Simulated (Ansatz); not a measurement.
**Relaxation path: Cd (bcc type)**

DFT, PBE, all-electron LAPW, non-relativistic (Ansatz 0.2.0); a Γ-centred 16×16×16 k mesh, Fermi–Dirac smearing of 0.05 eV, no spin polarisation. The run relaxes cell and atoms at a target pressure of 0 GPa.

Command: `ansatz run input.yaml --threads 1 --pin off --max-ram 3072MiB --backend cpu --events-out ev --progress --plain --runs-dir out` It took 21 s on 1 thread of Intel(R) Xeon(R) Platinum 8488C (Sapphire Rapids), with other jobs on the host, peak memory 0.39 GiB.

```yaml
crystal:
  lattice:
    - [-1.8001514433, 1.8001514433, 1.8001514433]
    - [1.8001514433, -1.8001514433, 1.8001514433]
    - [1.8001514433, 1.8001514433, -1.8001514433]
  atoms:
    - { symbol: Cd, position: [0.0, 0.0, 0.0] }
kpoints:
  mp_grid: { grid: [16, 16, 16] }
scf:
  occupations: { method: fermi_dirac, width: 0.05 }
hamiltonian:
  xc: pbe
  pseudopotentials:
    kind: all_electron
    lapw: { basis_error: 0.0005 }
    relativity: none
output:
  forces: true
  stress: true
  eigenvalues: true
  populations: true
relax:
  f_tol: 0.005
  max_steps: 25
  cell: {}
```

Each step lists its free energy a cell above the last geometry, the pressure, the cell vectors (Å), and Cartesian positions (Å) with forces (eV/Å).

The first step:

```
step 1  dF = 4.61 meV  P = 1.67 GPa
  cell -1.8002 1.8002 1.8002  1.8002 -1.8002 1.8002  1.8002 1.8002 -1.8002
  Cd 0.0000 0.0000 0.0000   0.0000 0.0000 0.0000
```

Q: Where does the relaxation end, and by which steps?

A: After 3 geometries, with conventional a, b, c = 3.647, 3.647, 3.647 Å, at 24.244 Å³/atom (+3.90 % against the start) in space group Im-3m, with a shortest distance of 3.158 Å. The further steps:
```
step 2  dF = 0.05 meV  P = 0.17 GPa
  cell -1.8209 1.8209 1.8209  1.8209 -1.8209 1.8209  1.8209 1.8209 -1.8209
  Cd 0.0000 0.0000 0.0000   0.0000 0.0000 0.0000
step 3  dF = 0.00 meV  P = 0.01 GPa
  cell -1.8233 1.8233 1.8233  1.8233 -1.8233 1.8233  1.8233 1.8233 -1.8233
  Cd 0.0000 0.0000 0.0000   0.0000 0.0000 0.0000
step 4  dF = 0.00 meV  P = 0.01 GPa  (same geometry on a basis chosen anew; earlier energies don't compare to the last digit)
  cell -1.8233 1.8233 1.8233  1.8233 -1.8233 1.8233  1.8233 1.8233 -1.8233
  Cd 0.0000 0.0000 0.0000   0.0000 0.0000 0.0000
```
